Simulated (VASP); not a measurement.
# H (P1) in VASP: density of states with PBE0+D2

Aim: the density of states of H with PBE0+D2.

Program: VASP 6.6.1. These are calculated values, not measurements. Logs are shortened: lines on timing, memory, paths and dates and some standing lists are left out, and cuts for length are marked.

## (1) The cell of the first run

The typed cell holds 4 atoms: a = 3.398 Å, b = 3.343 Å, c = 4.154 Å, α = 88.42°, β = 92.30°, γ = 90.48°.

## (2) Density of states, PBE0+D2

Contents of POSCAR:

```
H
3.398
    0.004019717481     -0.999777221895      0.020130370806
   -0.983575632725      0.004019717481     -0.013656856975
   -0.016619482048      0.024497351383     -1.222023543261
H
4
Direct
    0.5032797000      0.5032677000      0.5898642900
    0.9967203000      0.9967323000      0.0904111300
    0.5054021100      0.4898592600      0.4143621400
    0.9945978900      0.0101407400      0.9053624400
```

Contents of INCAR.step1:

```
ALGO     = Normal         # electronic algorithm
EDIFF    = 1E-5           # SCF threshold, eV
ENCUT    = 550            # plane-wave cutoff, eV
GGA      = PE             # functional
ISIF     = 2              # what is computed and relaxed
ISMEAR   = -5             # smearing method
LASPH    = T              # aspherical terms in the spheres
LCHARG   = F              # write CHGCAR
LREAL    = F              # projectors in reciprocal space
LWAVE    = T              # write WAVECAR
NBANDS   = 10             # bands
NELM     = 60             # most SCF steps
PREC     = Accurate       # precision mode
SIGMA    = 0.05           # smearing width, eV
```

Contents of INCAR.step2:

```
AEXX     = 0.25           # exact-exchange fraction
ALGO     = Normal         # electronic algorithm
EDIFF    = 1E-6           # SCF threshold, eV
ENCUT    = 550            # plane-wave cutoff, eV
GGA      = PE             # functional
ISIF     = 2              # what is computed and relaxed
ISMEAR   = -5             # smearing method
ISTART   = 1            
IVDW     = 1              # dispersion correction
LASPH    = T              # aspherical terms in the spheres
LCHARG   = F              # write CHGCAR
LHFCALC  = T              # exact exchange
LORBIT   = 11             # projections on sites
LREAL    = F              # projectors in reciprocal space
LWAVE    = F              # write WAVECAR
NBANDS   = 10             # bands
NEDOS    = 1001           # points of the DOS
NELM     = 60             # most SCF steps
PREC     = Accurate       # precision mode
PRECFOCK = Fast         
SIGMA    = 0.05           # smearing width, eV
```

Contents of KPOINTS:

```
k-points
0
Gamma
  4 4 4
```

Potentials or basis: VASP PAW PBE potentials, release 64 (H_GW).

On the command line:

```sh
$ cat potpaw_PBE.64/H_GW/POTCAR > POTCAR
$ cp INCAR.step1 INCAR
$ mpirun -np 1 vasp_std > vasp.out
$ cp INCAR.step2 INCAR
$ mpirun -np 1 vasp_std > vasp.out
```

OUTCAR:

```text
AEXX = 0.25
   EDIFF = 1E-6
   ENCUT = 550
   GGA = PE
   ISIF = 2
   ISMEAR = -5
   ISTART = 1
   IVDW = 1
   LASPH = T
   LHFCALC = T
   LORBIT = 11
   LREAL = F
   NELM = 60
   PREC = Accurate
   PRECFOCK = Fast
  IVDW =   1

 ion  position               nearest neighbor table
   1  0.503  0.503  0.590-   3 0.73
   2  0.997  0.997  0.090-   4 0.77
   3  0.505  0.490  0.414-   1 0.73
   4  0.995  0.010  0.905-   2 0.77

  LATTYP: Found a triclinic cell.
 ALAT       =     4.1536541941
 B/A-ratio  =     0.8180649777
 C/A-ratio  =     0.8047227593
 COS(alpha) =     0.0083843796
 COS(beta)  =     0.0275558326
 COS(gamma) =     0.0402158061

  Lattice vectors:

 A1 = (   0.0564730000,  -0.0832420000,   4.1524360000)
 A2 = (   0.0136590000,  -3.3972430000,   0.0684030000)
 A3 = (   3.3421900000,  -0.0136590000,   0.0464060000)

Analysis of symmetry for initial positions (statically):
=====================================================================
 Subroutine PRICEL returns:
 Original cell was already a primitive cell.

 Routine SETGRP: Setting up the symmetry group for a
 triclinic supercell.

 Subroutine GETGRP returns: Found  1 space group operations
 (whereof  1 operations were pure point group operations)
 out of a pool of  2 trial point group operations.

The static configuration has the point symmetry C_1 .

Analysis of symmetry for dynamics (positions and initial velocities):
=====================================================================
 Subroutine PRICEL returns:
 Original cell was already a primitive cell.

 Routine SETGRP: Setting up the symmetry group for a
 triclinic supercell.

 Subroutine GETGRP returns: Found  1 space group operations
 (whereof  1 operations were pure point group operations)
 out of a pool of  2 trial point group operations.

The dynamic configuration has the point symmetry C_1 .

 Subroutine INISYM returns: Found  1 space group operations
 (whereof  1 operations are pure point group operations),
 and found     1 'primitive' translations

----------------------------------------------------------------------------------------

                                     Primitive cell

  volume of cell :      47.1191

  direct lattice vectors                    reciprocal lattice vectors
     0.013659000 -3.397243000  0.068403000    -0.001121736 -0.294479400 -0.005888039
[... 120 lines left out ...]
   ENCUT4O =  -1.0   cutoff for four orbital integrals eV
   NKREDX  =     1    reduce k-point grid by
   NKREDY  =     1    reduce k-point grid by
   NKREDZ  =     1    reduce k-point grid by
   AEXX    =    0.2500 exact exchange contribution
   HFSCREEN=    0.0000 screening length (either q_TF or 0.3 A-1)
   HFSCREENC=   0.0000 screening length for correlation (either q_TF or 0.3 A-1)
   ENCUTFOCK=  -1.0 apply spherical cutoff to Coloumb kernel
   IVDW    =     1    specifies the selected vdW correction
   LEPSILON=     F    determine dielectric tensor
   LRPA    =     F    only Hartree local field effects (RPA)
 non-spin polarized calculation
 Fermi weights with tetrahedron method with Bloechl corrections
  energy-cutoff  :      550.00
  volume of cell :       47.12
 maximum number of plane-waves:      1392
 NGX is ok and might be reduce to    28
  NGX = 14; NGY = 14; NGZ = 18

 number of electron       4.0000000 magnetization

 Free energy of the ion-electron system (eV)
  ---------------------------------------------------
  ext. energy  EPLUGINS =         0.00000000
  ---------------------------------------------------
  free energy    TOTEN  =       -16.28283669 eV

  energy without entropy =      -16.28283669  energy(sigma->0) =      -16.28283669

 E-fermi :  -9.6801     XC(G=0):  -4.2068

 val. band max:       -9.6921574197   @ k =   0.0000   0.0000   0.0000
 cond. band min:       1.2788971212   @ k =   0.5000  -0.0000   0.5000
 fundamental gap:     10.9710545409
 Fermi energy:        -9.6800908245

 k-point     1 :       0.0000    0.0000    0.0000
  band No.  band energies     occupation
      1     -12.2597      2.00000
      2      -9.6922      2.00000
      3       2.7580      0.00000
      4       6.3126      0.00000
      5       8.0682      0.00000
      6       8.8071      0.00000
      7       9.1271      0.00000
      8      10.2974      0.00000
      9      11.1159      0.00000
     10      16.3462      0.00000
[... 287 lines left out ...]
 k-point    24 :       0.2500   -0.2500    0.2500
  band No.  band energies     occupation
      1     -11.1175      2.00000
      2     -10.2033      2.00000
      3       2.7152      0.00000
      4       3.6175      0.00000
      5       5.4337      0.00000
      6       9.1441      0.00000
      7       9.8058      0.00000
      8      10.1711      0.00000
      9      14.1003      0.00000
     10      14.4564      0.00000

 [... further k-points ...]

------------------------ aborting loop because EDIFF is reached ----------------------------------------

  DFT-D2 method for vdW energy calculation

  Number of pair interactions contributing to vdW energy:  111029

  Edisp (eV):   -0.05143

  FORCE on cell =-STRESS in cart. coord.  units (eV):
  Direction    XX          YY          ZZ          XY          YZ          ZX
  --------------------------------------------------------------------------------------
  -------------------------------------------------------------------------------------
  Total      -0.15786    -0.16718    -0.37277    -0.00122     0.01084     0.04303
  in kB      -5.36772    -5.68448   -12.67522    -0.04140     0.36865     1.46314
  external pressure =       -7.91 kB  Pullay stress =        0.00 kB

 VOLUME and BASIS-vectors are now :
 -----------------------------------------------------------------------------
  energy-cutoff  :      550.00
  volume of cell :       47.12
      direct lattice vectors                 reciprocal lattice vectors
     0.013659000 -3.397243000  0.068403000    -0.001121736 -0.294479400 -0.005888039
    -3.342190000  0.013659000 -0.046406000    -0.299265796 -0.001121736  0.004047519
    -0.056473000  0.083242000 -4.152436000     0.003325999 -0.004838418 -0.240964723

 POSITION                                       TOTAL-FORCE (eV/Angst)
 -----------------------------------------------------------------------------------
     -1.70845     -1.65379     -2.43830        -0.039343      0.014956     -0.514865
     -3.32276     -3.36496     -0.35350        -0.029865     -0.011389      0.752202
     -1.65370     -1.67579     -1.70877         0.037258     -0.012169      0.518097
     -0.07144     -3.30339     -3.69190         0.031950      0.008603     -0.755434
 -----------------------------------------------------------------------------------
    total drift:                               -0.000032      0.000040     -0.000052

  FREE ENERGIE OF THE ION-ELECTRON SYSTEM (eV)
  ---------------------------------------------------
  free  energy   TOTEN  =       -16.3342701404 eV

  energy  without entropy=      -16.3342701404  energy(sigma->0) =      -16.33427014

 total charge

# of ion       s       p       d       tot
------------------------------------------
    1        0.629   0.026   0.001   0.656
    2        0.602   0.023   0.000   0.625
    3        0.630   0.026   0.001   0.656
    4        0.602   0.023   0.000   0.625
--------------------------------------------------
tot          2.463   0.098   0.002   2.563
```

OUTCAR.step1:

```text
EDIFF = 1E-5
   ENCUT = 550
   GGA = PE
   ISIF = 2
[... 550 lines left out ...]
     -1.70845     -1.65379     -2.43830        -0.053522      0.021408     -0.693340
     -3.32276     -3.36496     -0.35350        -0.021510     -0.009171      0.563254
     -1.65370     -1.67579     -1.70877         0.050809     -0.017839      0.697587
     -0.07144     -3.30339     -3.69190         0.024223      0.005601     -0.567502
 -----------------------------------------------------------------------------------
    total drift:                               -0.000010      0.000001     -0.000057

  FREE ENERGIE OF THE ION-ELECTRON SYSTEM (eV)
  ---------------------------------------------------
  free  energy   TOTEN  =       -13.5371582424 eV

  energy  without entropy=      -13.5371582424  energy(sigma->0) =      -13.53715824
```

Wall time 29 s (1 thread of AMD EPYC 9R45 (Zen 5), shared host); peak memory 0.14 GiB.

What came out:

| Property | Result |
| --- | --- |
| Free energy | -16.3343 eV |
| Pressure | -0.8 GPa |
| Largest force | 0.756 eV/Å |
| Band gap on the k mesh | 10.97 eV |
| Valence electrons inside the program's atomic spheres | H 0.66, 0.62 |
| Dispersion energy per atom | -0.013 eV |

Forces in eV/Å, atoms in the order of the input:
```
H   -0.039  0.015 -0.515
H   -0.030 -0.011  0.752
H    0.037 -0.012  0.518
H    0.032  0.009 -0.755
```

Levels at points of the mesh, in eV from the valence-band top:
```csv
k point,band 1,band 2,band 3,band 4,band 5,band 6
"(0.00, 0.00, 0.00)",-2.57,0.00,12.45,16.00,17.76,18.50
"(0.50, 0.00, 0.00)",-1.17,-0.95,13.68,13.87,15.18,15.51
"(0.00, 0.50, 0.00)",-1.13,-0.91,13.72,13.87,15.26,15.60
"(0.50, 0.50, 0.00)",-0.75,-0.52,12.94,13.02,16.46,16.83
"(0.00, 0.00, 0.50)",-1.47,-1.25,12.58,12.87,20.60,20.62
"(0.50, 0.00, 0.50)",-1.05,-0.74,10.97,11.32,19.30,19.52
"(0.00, 0.50, 0.50)",-0.99,-0.72,11.10,11.36,19.22,19.40
"(0.50, 0.50, 0.50)",-0.64,-0.40,13.62,13.83,15.15,15.21
```

States per cell in windows of 1 eV (zero at the valence-band top; states under -4 eV left out):
| from (eV) | total | H3_s | H1_s | H2_s | H4_s | H1_p | H3_p |
| --- | --- | --- | --- | --- | --- | --- | --- |
| -4.0 | 0.00 | 0.00 | 0.00 | 0.00 | 0.00 | 0.00 | 0.00 |
| -3.0 | 0.13 | 0.02 | 0.02 | 0.01 | 0.01 | 0.00 | 0.00 |
| -2.0 | 1.50 | 0.35 | 0.36 | 0.09 | 0.09 | 0.01 | 0.01 |
| -1.0 | 2.37 | 0.26 | 0.25 | 0.50 | 0.49 | 0.01 | 0.01 |
| 0.0 | 0.00 | 0.00 | 0.00 | 0.00 | 0.00 | 0.00 | 0.00 |
| 1.0 | 0.00 | 0.00 | 0.00 | 0.00 | 0.00 | 0.00 | 0.00 |
| 2.0 | 0.00 | 0.00 | 0.00 | 0.00 | 0.00 | 0.00 | 0.00 |
| 3.0 | 0.00 | 0.00 | 0.00 | 0.00 | 0.00 | 0.00 | 0.00 |
| 4.0 | 0.00 | 0.00 | 0.00 | 0.00 | 0.00 | 0.00 | 0.00 |
| 5.0 | 0.00 | 0.00 | 0.00 | 0.00 | 0.00 | 0.00 | 0.00 |
| 6.0 | 0.00 | 0.00 | 0.00 | 0.00 | 0.00 | 0.00 | 0.00 |
| 7.0 | 0.00 | 0.00 | 0.00 | 0.00 | 0.00 | 0.00 | 0.00 |

Caveat: the k mesh is coarse (spacing up to 0.47 Å⁻¹), so the values aren't converged, least of all with exact exchange; the PAW data sets were made with another functional, which shifts forces and pressure a little. A k mesh can miss the band edges.
